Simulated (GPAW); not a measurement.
# GaAs (F-43m) in GPAW: a series of runs, part 3 of 3

GPAW 26.7.0. The steps go on from the part before.

## Step 5: Band structure, BEEF-vdW, spin-orbit coupling, no magnetisation

File run.py:

```python
import numpy as np
from ase import Atoms
from ase.dft.bandgap import bandgap
from ase.io import write
from gpaw import GPAW, PW
from gpaw.spinorbit import soc_eigenstates

atoms = Atoms(['As', 'Ga'],
              cell=[[0.0, 2.82685, 2.82685],
                    [2.82685, 0.0, 2.82685],
                    [2.82685, 2.82685, 0.0]],
              scaled_positions=[[0.75, 0.75, 0.75],
                                [0.0, 0.0, 0.0]],
              pbc=True)

calc = GPAW(mode=PW(600),
            xc={'name': 'BEEF-vdW', 'backend': 'libvdwxc'},
            kpts={'size': (8, 8, 8), 'gamma': True},
            occupations={'name': 'fermi-dirac', 'width': 0.05},
            nbands=11,
            convergence={'density': 1e-05, 'energy': 1e-05},
            maxiter=150,
            txt='gpaw.txt')
atoms.calc = calc
energy = atoms.get_potential_energy()
forces = atoms.get_forces()
calc.write('gs.gpw')
write('result.traj', atoms)
print(f'Energy: {energy:.6f} eV')
print('Forces (eV/A):')
print(forces.round(4))
print('Fermi level:', round(calc.get_fermi_level(), 4), 'eV')
print(f'Gap: {bandgap(calc)[0]:.4f} eV, direct: {bandgap(calc, direct=True)[0]:.4f} eV')

path = atoms.cell.bandpath('GXWKGLUWLK,UX', npoints=60, eps=1e-4)
bs_calc = calc.fixed_density(kpts=path, symmetry='off', nbands=21,
                             convergence={'bands': 'CBM+6.0', 'eigenstates': 1e-6}, txt='bands.txt')
bs = bs_calc.band_structure()
bs.write('bs.json')
print(f'Gap on the path: {bandgap(bs_calc)[0]:.4f} eV')

soc = soc_eigenstates(bs_calc, theta=90, phi=0)
np.savetxt('soc_bands.dat', soc.eigenvalues(), fmt='%.4f')
mesh = soc_eigenstates('gs.gpw', theta=90, phi=0)
np.savetxt('soc_mesh.dat', mesh.eigenvalues(), fmt='%.4f')
print('Fermi level with spin-orbit coupling:', round(mesh.fermi_level, 4), 'eV')
```

Potentials or basis: GPAW PAW data sets (gpaw-data 1.2.1), pw.

Started as:

```
$ OMP_NUM_THREADS=1 python run.py
```

gpaw.txt:

```text
__  _  _
 | _ |_)|_||  |
 |__||  | ||/\| - 26.7.0

Input parameters:
  mode=PW(ecut=600.0),
  convergence={'density': 1e-05, 'energy': 1e-05},
  kpts=MonkhorstPack(size=(8, 8, 8), gamma=True),
  maxiter=150,
  nbands=11,
  occupations=Occupations(name='fermi-dirac', width=0.05),
  xc=XC(name='BEEF-vdW', backend='libvdwxc')

Diagonalizing LCAO Hamiltonian
Converting LCAO to pw mode

                    As

       Ga

Atoms  # Å, Bohr magnetons
|   | symbol |        x |        y |        z |    initial magnetic moments |
|---|--------|----------|----------|----------|-----------------------------|
| 0 |     As | 4.240275 | 4.240275 | 4.240275 | ( 0.0000,  0.0000,  0.0000) |
| 1 |     Ga | 0.000000 | 0.000000 | 0.000000 | ( 0.0000,  0.0000,  0.0000) |

Unit cell  # Å
| periodic |        x |        y |        z |  lengths |    angles |
|----------|----------|----------|----------|----------|-----------|
|      yes | 0.000000 | 2.826850 | 2.826850 | 3.997770 | 60.000000 |
|      yes | 2.826850 | 0.000000 | 2.826850 | 3.997770 | 60.000000 |
|      yes | 2.826850 | 2.826850 | 0.000000 | 3.997770 | 60.000000 |

Number of symmetries: 24
Symmetry operations  # r_c * U_cc + t_c -> r_c
|    | kind |            matrix            |
|----|------|------------------------------|
|  0 |  E   |  1, 0, 0,  0, 1, 0,  0, 0, 1 |
|  1 |  σ   |  1, 0, 0,  0, 0, 1,  0, 1, 0 |
|  2 |  σ   |  1, 0,-1,  0, 1,-1,  0, 0,-1 |
|  3 |  C3  |  1, 0,-1,  0, 0,-1,  0, 1,-1 |
|  4 |  C3  |  1,-1, 0,  0,-1, 1,  0,-1, 0 |
|  5 |  σ   |  1,-1, 0,  0,-1, 0,  0,-1, 1 |
|  6 |  σ   |  0, 1, 0,  1, 0, 0,  0, 0, 1 |
|  7 |  C3  |  0, 1, 0,  0, 0, 1,  1, 0, 0 |
|  8 |  C2  |  0, 1,-1,  1, 0,-1,  0, 0,-1 |
|  9 |  S4  |  0, 1,-1,  0, 0,-1,  1, 0,-1 |
| 10 |  C3  |  0, 0, 1,  1, 0, 0,  0, 1, 0 |
| 11 |  σ   |  0, 0, 1,  0, 1, 0,  1, 0, 0 |
| 12 |  S4  |  0, 0,-1,  1, 0,-1,  0, 1,-1 |
| 13 |  C3  |  0, 0,-1,  0, 1,-1,  1, 0,-1 |
| 14 |  S4  |  0,-1, 1,  1,-1, 0,  0,-1, 0 |
| 15 |  C2  |  0,-1, 1,  0,-1, 0,  1,-1, 0 |
| 16 |  C3  |  0,-1, 0,  1,-1, 0,  0,-1, 1 |
| 17 |  S4  |  0,-1, 0,  0,-1, 1,  1,-1, 0 |
| 18 |  S4  | -1, 1, 0, -1, 0, 1, -1, 0, 0 |
| 19 |  C3  | -1, 1, 0, -1, 0, 0, -1, 0, 1 |
| 20 |  C3  | -1, 0, 1, -1, 1, 0, -1, 0, 0 |
| 21 |  S4  | -1, 0, 1, -1, 0, 0, -1, 1, 0 |
| 22 |  σ   | -1, 0, 0, -1, 1, 0, -1, 0, 1 |
| 23 |  C2  | -1, 0, 0, -1, 0, 1, -1, 1, 0 |

BZ-sampling:
  Number of BZ points: 512
  Number of IBZ points: 29

  Monkhorst-Pack size: [8, 8, 8]
  Monkhorst-Pack shift: [0.0625, 0.0625, 0.0625]

K-points  # in reciprocal-cell coordinates
|     |                                coordinates |     weight |
|-----|--------------------------------------------|------------|
|   0 | (  0.00000000,   0.00000000,   0.00000000) | 0.00195312 |
|   1 | (  0.12500000,   0.12500000,   0.00000000) | 0.01171875 |
|   2 | (  0.12500000,   0.12500000,   0.12500000) | 0.01562500 |
|   3 | (  0.25000000,   0.12500000,   0.12500000) | 0.02343750 |
[... 78 lines left out ...]

    Using partial waves for Ga as LCAO basis

Reference energy: -114387.645129  # eV

eigensolver:
  PPCG
  Converge bands: occupied
  niter=2

density mixing:
  MSR1-Mixer
  Pratt-step length: 0.05
  Maximum mixing coefficient: 0.75
  Old densities: 10
  SVD Regularization: 0.005
  Good broyden scale: 1.0
  Trust region scale: 1.0
  Backstep threshold: 4.0
  History deletion threshold: 6.0
  Fourier metric: weight=20.0, sigma=0.015

occupation numbers:
  Fermi-Dirac:
    width: 0.0500  # eV

poisson solver:
  ecut: 4800.0  # eV

xc functional:
  name: vdW-BEEF with libvdwxc
  Mode: serial
  Semilocal: BEEVDW with 2 nearest neighbor stencil
  Corresponding non-local functional: vdW-DF2
  Local blocksize: 48 x 48 x 48
  PAW datasets: PBE

convergence criteria:
- Maximum integral of absolute [dens]ity change: 1e-05 electrons / valence electron
- Maximum [total energy] change in last 3 cyles: 1e-05 eV / valence electron
- Maximum integral of absolute [eigenst]ate change: 4e-08 eV^2 / valence electron
maximum number of iterations: 150

SCF iterations
|iter     | |      energy | eigst |  dens |
|---------|-|-------------|-------|-------|
|iter:   1| | -174.419535 | -0.59 |       |
|iter:   2| | -174.402701 | -2.84 | -0.88 |
|iter:   3| | -174.317248 | -2.01 | -0.91 |
|iter:   4| | -174.319666 | -3.64 | -1.49 |
|iter:   5| | -174.320030 | -4.51 | -1.98 |
|iter:   6| | -174.320039 | -5.52 | -2.76 |
|iter:   7| | -174.320041c| -7.40c| -3.50 |
|iter:   8| | -174.320041c| -7.91c| -3.91 |
|iter:   9| | -174.320041c| -8.38c| -5.11c|

Converged in 9 steps
Energy contributions relative to reference atoms: (reference = -114387.645129)

Energy contributions:
  Kinetic:          32.540316
  Coulomb:         -28.982687
  Zero:              0.076328
  External:          0.000000
  Xc:             -177.953994
  Entropy:          -0.000010
  Spinorbit:         0.000000
  ----------------------------
  Free energy:    -174.320046
  Extrapolated:   -174.320041

dipole moment: (-11.021079, -11.021079, -11.021079)  # |e|*Ang

Fermi level: 5.102
Eigenvalues  # (at kpt = [0.000, 0.000, 0.000])
| band index |      eig [eV] | occ [0-2] |
|------------|---------------|-----------|
|          0 |        -7.887 |     2.000 |
|          1 |         4.759 |     1.998 |
|          2 |         4.759 |     1.998 |
|          3 |         4.759 |     1.998 |
|          4 |         5.387 |     0.007 |
|          5 |         8.603 |     0.000 |
|          6 |         8.603 |     0.000 |
|          7 |         8.603 |     0.000 |
|          8 |        12.578 |     0.000 |
|          9 |        14.833 |     0.000 |
|         10 |        14.833 |     0.000 |

Gap: 0.628 eV
Transition (v -> c):
  (s=0, k=0, n=3, [0.00, 0.00, 0.00]) -> (s=0, k=0, n=4, [0.00, 0.00, 0.00])
No difference between direct/indirect transitions

Forces  # eV/Ang
|       x |       y |       z |
|---------|---------|---------|
| 0.00000 | 0.00000 | 0.00000 |  # As   0
| 0.00000 | 0.00000 | 0.00000 |  # Ga   1

# Writing to gs.gpw (mode='')
```

bands.txt:

```text
Diagonalizing LCAO Hamiltonian
Converting LCAO to pw mode
convergence criteria:
- Maximum integral of absolute [eigenst]ate change: 1e-06 eV^2 / valence electron
maximum number of iterations: 150

SCF iterations
|iter     | |      energy | eigst |  dens |
|---------|-|-------------|-------|-------|
[... 65 lines left out ...]
         [0.41071429, 0.41071429, 0.67857143],
         [0.39285714, 0.39285714, 0.71428571],
         [0.375     , 0.375     , 0.75      ],
         [0.625     , 0.25      , 0.625     ],
         [0.59375   , 0.1875    , 0.59375   ],
         [0.5625    , 0.125     , 0.5625    ],
         [0.53125   , 0.0625    , 0.53125   ],
         [0.5       , 0.        , 0.5       ]])),
  maxiter=150,
  nbands=21,
  occupations=Occupations(name='fermi-dirac', width=0.05),
  symmetry=Symmetry(point_group=False, time_reversal=False),
  xc=XC(name='BEEF-vdW', backend='libvdwxc')
```

Wall time 11 s (1 thread of AMD EPYC 9R45 (Zen 5), shared host); peak memory 0.26 GiB.

Results:

| Item | Value |
| --- | --- |
| Free energy | -174.3200 eV |
| Band gap on the k mesh | 0.51 eV, direct |
| Band gap along the path | 0.51 eV, direct |

Levels at the corners of the path, in eV from the valence-band top:
```
point  band 4  band 5  band 6  band 7  band 8  band 9  band 10  band 11  band 12  band 13
    Γ   -0.36    0.00    0.00    0.00    0.00    0.51     0.51     3.60     3.60     3.79
    X   -6.86   -2.77   -2.77   -2.68   -2.68    1.49     1.49     1.65     1.65    10.07
    W   -6.63   -3.66   -3.53   -3.38   -3.34    4.46     4.65     4.71     4.74     5.38
    K   -6.64   -3.92   -3.86   -2.32   -2.32    1.97     1.97     4.58     4.65     7.92
    Γ   -0.36    0.00    0.00    0.00    0.00    0.51     0.51     3.60     3.60     3.79
    L   -6.66   -1.34   -1.34   -1.12   -1.12    0.99     0.99     4.58     4.58     4.67
    U   -6.64   -3.92   -3.86   -2.32   -2.32    1.97     1.97     4.58     4.65     7.92
    W   -6.63   -3.66   -3.53   -3.38   -3.34    4.46     4.65     4.71     4.74     5.38
    L   -6.66   -1.34   -1.34   -1.12   -1.12    0.99     0.99     4.58     4.58     4.67
    K   -6.64   -3.92   -3.86   -2.32   -2.32    1.97     1.97     4.58     4.65     7.92
    U   -6.64   -3.92   -3.86   -2.32   -2.32    1.97     1.97     4.58     4.65     7.92
    X   -6.86   -2.77   -2.77   -2.68   -2.68    1.49     1.49     1.65     1.65    10.07
```

Caveat: spin-orbit coupling was added after a scalar SCF, so levels and gaps hold it while energy, forces, pressure and moments don't; this program's spin-orbit splittings come out too wide for heavy elements; the PAW data sets were made with another functional, which shifts forces and pressure a little.

## Step 6: Equation of state, LDA

File run.py:

```python
from ase.eos import EquationOfState
from ase.io import Trajectory
from ase.spacegroup import crystal
from ase.units import GPa
from gpaw import GPAW, PW, setup_paths

setup_paths.insert(0, '.')

# As 4c
# Ga 4a
atoms = crystal(['As', 'Ga'],
                basis=[[0.25, 0.25, 0.25],
                       [0.0, 0.0, 0.0]],
                spacegroup=216, setting=1,  # F-43m
                cellpar=[5.6537, 5.6537, 5.6537, 90.0, 90.0, 90.0],
                primitive_cell=True)

traj = Trajectory('eos.traj', 'w')
volumes, energies = [], []
for x in [0.94, 0.96, 0.98, 1.0, 1.02, 1.04, 1.06]:
    a = atoms.copy()
    a.set_cell(atoms.cell * x**(1 / 3), scale_atoms=True)
    calc = GPAW(mode=PW(600),
                xc='LDA',
                kpts={'size': (8, 8, 8), 'gamma': True},
                occupations={'name': 'fermi-dirac', 'width': 0.05},
                setups={'As': 'jth', 'Ga': 'jth'},
                nbands=-7,
                convergence={'density': 1e-05, 'energy': 1e-05},
                maxiter=150,
                txt=f'eos-{x:.2f}.txt')
    a.calc = calc
    energies.append(a.get_potential_energy(force_consistent=True))
    volumes.append(a.get_volume())
    p = -a.get_stress()[:3].mean() / GPa
    calc.write(f'eos-{x:.2f}.gpw')
    traj.write(a)
    print(f'{x:.2f} {volumes[-1]:10.4f} A^3 {energies[-1]:14.6f} eV {p:9.3f} GPa', flush=True)

v0, e0, B = EquationOfState(volumes, energies, eos='birchmurnaghan').fit()
print(f'V0 = {v0:.4f} A^3, E0 = {e0:.6f} eV, B0 = {B / GPa:.2f} GPa')
```

Potentials or basis: JTH PAW 2.0, LDA, pw.

Started as:

```
$ OMP_NUM_THREADS=1 python run.py
```

It took 46 s on 1 thread of AMD EPYC 9R45 (Zen 5), shared host; peak memory 0.28 GiB.

The run converged. Its results:

| Item | Value |
| --- | --- |
| Equilibrium volume | 21.97 Å³/atom |
| Bulk modulus | 74 GPa |
| Pressure derivative of the bulk modulus | 5.1 |

Energy against volume, from the lowest point:
```tsv
volume (Å³/atom)	energy (meV/atom)
21.234	5.73
21.686	0.55
22.138	0.00
22.590	3.58
23.041	10.79
23.493	21.18
23.945	34.40
```

Caveat: the program truncates these outside data sets. Zero-point motion and thermal expansion aren't in these numbers.

## Step 7: Overview

| task | level | potentials or basis | spin | band path | band points | spin axis theta (degrees) | spin axis phi (degrees) | soc after scf | gap on the mesh (eV) |
| --- | --- | --- | --- | --- | --- | --- | --- | --- | --- |
| equation of state | PBE | GPAW PAW data sets (gpaw-data 1.2.1), pw | off | - | - | - | - | - | - |
| band structure | optPBE-vdW | GPAW PAW data sets (gpaw-data 1.2.1), pw | SOC, no magnetisation | GXWKGLUWLK,UX | 100 | 90 | 45 | second variation | 0.48 |
| band structure | BEEF-vdW | GPAW PAW data sets (gpaw-data 1.2.1), pw | SOC, no magnetisation | GXWKGLUWLK,UX | 60 | 90 | 0 | second variation | 0.51 |
| equation of state | LDA | JTH PAW 2.0, LDA, pw | off | - | - | - | - | - | - |

Alike in all rows: cell as given; k mesh 8 × 8 × 8; cutoff (eV) 600; smearing fermi-dirac 0.05 eV.

Caveats: spin-orbit coupling was added after a scalar SCF, so levels and gaps hold it while energy, forces, pressure and moments don't (some runs); this program's spin-orbit splittings come out too wide for heavy elements (some runs); the PAW data sets were made with another functional, which shifts forces and pressure a little (some runs); the minimum lies outside the volumes run (some runs); the program truncates these outside data sets (some runs).

Absolute energies hang on the potentials; compare differences alone.

## Step 8: How close it comes

Step 4. Measured gap of GaAs: 1.412 eV (direct; 300 K; “Evidence of valence band perturbations in GaAsN/GaAs(001): A combined variable-angle spectroscopic ellipsometry and modulated photoreflectance investigation”, 2008, arxiv:0805.2212). This calculation gives 0.48 eV (-0.94 eV). 3 values of this kind are on record (1.412 to 1.51 eV); this one was drawn at random among those near their median, those with a stated uncertainty first. The value is that of optPBE-vdW, without temperature or zero-point motion.

Step 5. Against the measured gap of GaAs, 1.418 eV (direct; 300 K; “Evidence of valence band perturbations in GaAsN/GaAs(001): A combined variable-angle spectroscopic ellipsometry and modulated photoreflectance investigation”, 2008, arxiv:0805.2212), the calculated 0.51 eV is off by -0.91 eV. 3 values of this kind are on record (1.412 to 1.51 eV); this one was drawn at random among those near their median, those with a stated uncertainty first. The value is that of BEEF-vdW, without temperature or zero-point motion.
